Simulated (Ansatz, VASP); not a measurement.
# Co: VASP beside Ansatz

INCAR

```
SYSTEM = Co
ALGO = Fast ; DIPOL = 0.5 0.5 0.500
EDIFF = 1E-6 ; ENCUT = 520
GGA = PE ; IDIPOL = 3
ISIF = 2 ; ISMEAR = 0
ISPIN = 2 ; LASPH = .True.
LCHARG = .True. ; LDIPOL = .True.
LELF = .True. ; LMAXMIX = 4
LORBIT = 11 ; LREAL = .False.
LVACPOTAV = .True. ; LVHAR = .True.
LWAVE = .False. ; MAGMOM = 1.86 1.86 1.86
NBANDS = 24 ; NELM = 150
PREC = Accurate ; SIGMA = 0.1
```

Contents of KPOINTS:

```
k-points
0
Gamma
  15 15 1
  0 0 0
```

POSCAR

```
Co
1.0
    2.4937685703      0.0000000000      0.0000000000
   -1.2468842852      2.1596669331      0.0000000000
    0.0000000000      0.0000000000     19.0330681495
Co
3
Direct
    0.3333333333      0.6666666667      0.3940510243
    0.6666666667      0.3333333333      0.5000000000
    0.3333333333      0.6666666667      0.6059489757
```

Input for Ansatz:

```yaml
crystal:
  lattice:
    - [2.4937685703, 0.0, 0.0]
    - [-1.2468842852, 2.1596669331, 0.0]
    - [0.0, 0.0, 19.0330681495]
  atoms:
    - { symbol: Co, position: [0.3333333333, 0.6666666667, 0.3940510243], spin: 1.86 }
    - { symbol: Co, position: [0.6666666667, 0.3333333333, 0.5], spin: 1.86 }
    - { symbol: Co, position: [0.3333333333, 0.6666666667, 0.6059489757], spin: 1.86 }
basis:
  ecutwfc: 420
kpoints:
  mp_grid: { grid: [15, 15, 1] }
hamiltonian:
  xc: pbe
scf:
  occupations: { method: gaussian, width: 0.1 }
output:
  forces: true
  stress: true
  eigenvalues: true
  populations: true
  write_density: true
  write_potential: true
  elf: true
  volumetric_format: npy
magnetization:
  spin_polarized: true
efield:
  axis: 3
  dipole_correction: true
```

Alike in both runs: task single point; functional PBE; k mesh 15 × 15 × 1; occupations gaussian, width 0.1 eV; collinear spin.

```csv
,VASP,Ansatz
version,VASP 6.6.1,Ansatz 0.2.0
potentials or method,"VASP PAW PBE potentials, release 64 (Co)","scalar-relativistic, plane waves, PAW"
plane-wave cutoff (eV),520,420
valence electrons in the cell,27,51
```

Ansatz gave:

```
gap on the k mesh at the Fermi level (eV)                     : none
rms of the force components (eV/Å)                            : 0.097
net moment per atom (μB)                                      : 1.70
size of the moment on the site where the two differ most (μB) : 1.75
work function, face that differs most (eV)                    : 5.01
```

Question: What did VASP give for the same quantities?

Answer: gap on the k mesh at the Fermi level (eV): none; rms of the force components (eV/Å): 0.108; net moment per atom (μB): 1.70; size of the moment on the site where the two differ most (μB): 1.69; work function, face that differs most (eV): 5.00.

Site moments also hang on the region over which each program counts them. Atom by atom the forces differ by 0.011 eV/Å (rms over components). A gap of «none» marks a metal or a gap that the smearing closes. With one functional, cell and mesh, what is left measures potentials, basis and numerics. The two sets of potentials don't hold the same shells in valence. Ansatz warned: «xc_potential_rough_in_thin_density».
